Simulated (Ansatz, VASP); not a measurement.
# I in VASP and in Ansatz

The input INCAR:

```
ALGO = Normal
EDIFF = 1E-6
ENCUT = 520
GGA = PE
ISIF = 2
ISMEAR = -4
LASPH = T
LCHARG = F
LREAL = F
LWAVE = F
NBANDS = 10
NELM = 60
PREC = Accurate
SIGMA = 0.1
```

KPOINTS

```
k-points
0
Gamma
  2 2 4
```

File POSCAR:

```
I
1.0
    2.5383465792     -3.7066249365      0.0000000000
    2.5383465792      3.7066249365      0.0000000000
   -1.6208748370      0.0000000000      2.3810977968
I
1
Direct
    0.5000000000      0.5000000000      0.5000000000
```

Input for Ansatz:

```yaml
crystal:
  lattice:
    - [2.5383465792, -3.7066249365, 0.0]
    - [2.5383465792, 3.7066249365, 0.0]
    - [-1.620874837, 0.0, 2.3810977968]
  atoms:
    - { symbol: I, position: [0.5, 0.5, 0.5] }
basis:
  ecutwfc: 420
kpoints:
  mp_grid: { grid: [2, 2, 4] }
hamiltonian:
  xc: pbe
scf:
  occupations: { method: tetrahedron_uncorrected }
  mixing: { ndim: 2 }
  initial_density: { chi_scale: 0, normalization: atom }
  max_iter: 65
output:
  forces: true
  stress: true
  eigenvalues: true
  dos: {}
```

Alike in both runs: task single point; functional PBE; k mesh 2 × 2 × 4; no spin polarisation.

|  | VASP | Ansatz |
| --- | --- | --- |
| version | VASP 6.6.1 | Ansatz 0.2.0 |
| potentials or method | VASP PAW PBE potentials, release 64 (I) | scalar-relativistic, plane waves, PAW |
| plane-wave cutoff (eV) | 520 | 420 |
| occupations | tetrahedron | tetrahedron-uncorrected |
| valence electrons in the cell | 7 | 17 |

```csv
,VASP,Ansatz,Ansatz less VASP
gap on the k mesh at the Fermi level (eV),none,none,-
pressure (GPa),5.3,5.3,-0.03
largest component of the traceless stress (GPa),7.44,6.93,-0.512
```

A gap of «none» marks a metal or a gap that the smearing closes. The two sets of potentials don't hold the same shells in valence. Ansatz warned: «band_table_not_solved_further».

Caveats: the k mesh is coarse (spacing up to 0.86 Å⁻¹), so the values aren't converged; an odd number of electrons without spin polarisation forces a metal; a magnetic or distorted state may lie lower. The runs have no spin-orbit coupling, so splittings on I are missing.
